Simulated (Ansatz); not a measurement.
# SnO2: the cost of one run

Program: Ansatz 0.2.0. Level of theory: DFT PBEsol, scalar-relativistic, plane waves, PAW. These are calculated values, not measurements.

2 further runs of the same task are left out: 2 set aside as unsound or not needed.

## (1) The structure to begin with

The cell holds 24 atoms (CO16Sn7): a = 6.744 Å, b = 6.744 Å, c = 8.001 Å, α = 114.92°, β = 114.92°, γ = 90.00°.

Coordinates:

```xyz
24
Lattice="-4.7684 4.7684 0.0000 -4.7684 -4.7684 0.0000 4.7684 0.0000 6.4248" Properties=species:S:1:pos:R:3 pbc="T T T"
C    -2.3842    2.3842    1.6062
Sn   -2.3842    2.3842    4.8186
Sn   -2.3842   -2.3842    1.6062
Sn   -2.3842   -2.3842    4.8186
Sn   -4.7684   -4.7684    0.0000
Sn    0.0000    0.0000    3.2124
Sn   -4.7684    0.0000    0.0000
Sn   -4.7684    0.0000    3.2124
O    -3.8446    3.8446    1.6062
O     0.9239   -0.9239    4.8186
O    -3.8446   -0.9239    1.6062
O    -3.8446   -0.9239    4.8186
O    -0.9239    0.9239    1.6062
O    -0.9239    0.9239    4.8186
O    -5.6923    0.9239    1.6062
O    -0.9239   -3.8446    4.8186
O    -3.3081    1.4604    0.0000
O    -3.3081    1.4604    3.2124
O    -3.3081   -3.3081    0.0000
O    -3.3081   -3.3081    3.2124
O    -6.2288   -1.4604    0.0000
O    -1.4604    3.3081    3.2124
O    -1.4604   -1.4604    0.0000
O    -1.4604   -1.4604    3.2124
```

The host was relaxed before at PBEsol: a = 4.768 Å, b = 4.768 Å, c = 3.212 Å, α = 90.00°, β = 90.00°, γ = 90.00° (conventional cell), 12.174 Å³/atom.

Places, in fractions of the supercell: C in place of Sn at (0.625, 0.125, 0.250). The start keeps the symmetry of the ideal site.

## (2) Band edges of the host over the zone

input.yaml

```yaml
crystal:
  lattice:
    - [4.7684401835, 0.0, 0.0]
    - [0.0, 4.7684401835, 0.0]
    - [0.0, 0.0, 3.212395705]
  atoms:
    - { symbol: Sn, position: [0.5, 0.5, 0.5] }
    - { symbol: Sn, position: [0.0, 0.0, 0.0] }
    - { symbol: O, position: [0.1937455604, 0.8062544396, 0.5] }
    - { symbol: O, position: [0.8062544396, 0.1937455604, 0.5] }
    - { symbol: O, position: [0.3062544396, 0.3062544396, 0.0] }
    - { symbol: O, position: [0.6937455604, 0.6937455604, 0.0] }
basis:
  ecutwfc: 420
  xc_grid: 2
kpoints:
  mp_grid: { grid: [6, 6, 8] }
  band_path: { path: [VBM, CBM], npoints: 2 }
hamiltonian:
  xc: pbesol
scf:
  occupations: { method: gaussian, width: 0.02 }
output:
  forces: true
  stress: true
  eigenvalues: true
```

Command:

```console
ansatz run input.yaml --threads 8 --pin off --max-ram 16384MiB --backend cpu --events-out ev --progress --plain --runs-dir out
```

Q: Estimate wall time and peak memory on 8 threads of Arm Neoverse V2, shared host.

About 1.8 s, with a peak of 0.47 GiB.
